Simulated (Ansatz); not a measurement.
Crystal: MnS.

```xyz
2
Lattice="0.0000 2.4735 2.4735 2.4735 0.0000 2.4735 2.4735 2.4735 0.0000" Properties=species:S:1:pos:R:3 pbc="T T T"
Mn    0.0000    0.0000    0.0000
S     3.7102    3.7102    3.7102
```

The cell is a database's computed one.

Base run:

* Program: Ansatz 0.2.0
* Functional: PBE
* Potentials or basis: all-electron LAPW, scalar-relativistic
* Cutoff: 344 eV (chosen from the basis error)
* Basis error allowed: 0.001 eV/atom
* k mesh: 9 × 9 × 9
* Occupations: gaussian, width 0.023 eV
* Spin: collinear spin, ferromagnetic start
* Starting moments: [4.0, 0.0] μB

Its results: pressure 2.9 GPa; net moment 0.23 μB per cell; site moments Mn +0.21; S -0.00 μB.

**Question.** The run is repeated on the same cell with these changes: functional from PBE to PBEsol; occupations from gaussian, width 0.023 eV to fermi-dirac, width 0.05 eV. What comes out?

**Answer.** Pressure -3.0 GPa; net moment 0.24 μB per cell; site moments Mn +0.23; S -0.00 μB.

Caveats: the moment fell far below its start of 4 μB, so a state of higher moment may lie lower in energy; the starting moments weren't kept.
